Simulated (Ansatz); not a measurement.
A series in volume per atom on CdO

Results calculated with Ansatz 0.2.0, not measured. Periodic Kohn-Sham DFT of a crystal at fixed atoms; pressure and stress are positive in compression; the energy is the free energy less that of spherical unpolarised free atoms; site moments are those in the method's own spheres, positive along +z.

Cell of the first row (space group Fm-3m, No. 225):
```
CELL_PARAMETERS angstrom
0.00000 2.30830 2.30830
2.30830 0.00000 2.30830
2.30830 2.30830 0.00000
ATOMIC_POSITIONS crystal
Cd 0.00000 0.00000 0.00000
O 0.50000 0.50000 0.50000
```

Settings of every row: method all-electron LAPW; functional PBE; relativity scalar; k mesh 11x11x11; filling fermi-dirac; smearing width 0.02 eV; basis error target 0.5 meV/atom; nucleus gaussian.

Atom start moment: 0 on all atoms.

```
row  volume per atom (Å³)  energy less free atoms (eV/atom)  pressure (GPa)
  1                  12.3                           -3.8342          15.312
  2                12.624                                 ?               ?
  3                12.947                           -3.8771           6.342
  4                13.271                           -3.8862           2.711
  5                13.595                           -3.8884          -0.451
```

Question: what energy less free atoms and pressure should row 2 give?

Worked fit of energy less free atoms. Take u = (V_r/V)^(2/3) − 1 with V_r = 13.109 Å³ an atom, which is twice the finite (Eulerian) strain; such expansions in the strain, on which the Birch-Murnaghan equation of state is built, carry the rest volume and the bulk modulus. The shown rows have u = 0.04338, 0.00832, -0.00815, -0.02398. Least squares give energy less free atoms = −3.88258 + 0.553 × u + 12.959 × u² eV/atom; a straight line predicts inner rows, each left out in turn, worse (root mean square 0.009 against 5.3e-05 eV/atom). All shown rows lie on it to the printed digit. Its lowest point lies at u = -0.0213, or V = 13.54 Å³ an atom, and the curvature there gives the bulk modulus at fixed shape and fractions, B = (4/9)(1 + u)² E″(u)/V = 131 GPa. The withheld row has u = 0.02545, so the fit gives −3.88258 + 0.553 × (0.02545) + 12.959 × (0.02545)² = -3.8601 eV/atom.

The calculation gave -3.8602 eV/atom. The fit lies 0.0001 eV/atom (0.18 % of the column's range) above it, one unit of the last digit.

Worked fit of pressure. Take u = (V_r/V)^(2/3) − 1 with V_r = 13.109 Å³ an atom, which is twice the finite (Eulerian) strain; such expansions in the strain, on which the Birch-Murnaghan equation of state is built, carry the rest volume and the bulk modulus. The shown rows have u = 0.04338, 0.00832, -0.00815, -0.02398. Least squares give pressure = 4.4613 + 220.909 × u + 673.32 × u² GPa; a straight line predicts inner rows, each left out in turn, worse (root mean square 0.47 against 0.011 GPa). The rows lie off it by 0.001, -0.004, 0.005, -0.002 (root mean square 0.0034 GPa). The pressure vanishes at u = -0.0216, or V = 13.55 Å³ an atom, and there the bulk modulus at fixed shape and fractions is B = −V dP/dV = (2/3)(1 + u) dP/du = 125 GPa. The withheld row has u = 0.02545, so the fit gives 4.4613 + 220.909 × (0.02545) + 673.32 × (0.02545)² = 10.520 GPa.

The calculation gave 10.514 GPa. The fit lies 0.006 GPa (0.038 % of the column's range) above it; its largest miss of a shown row is 0.005 GPa.
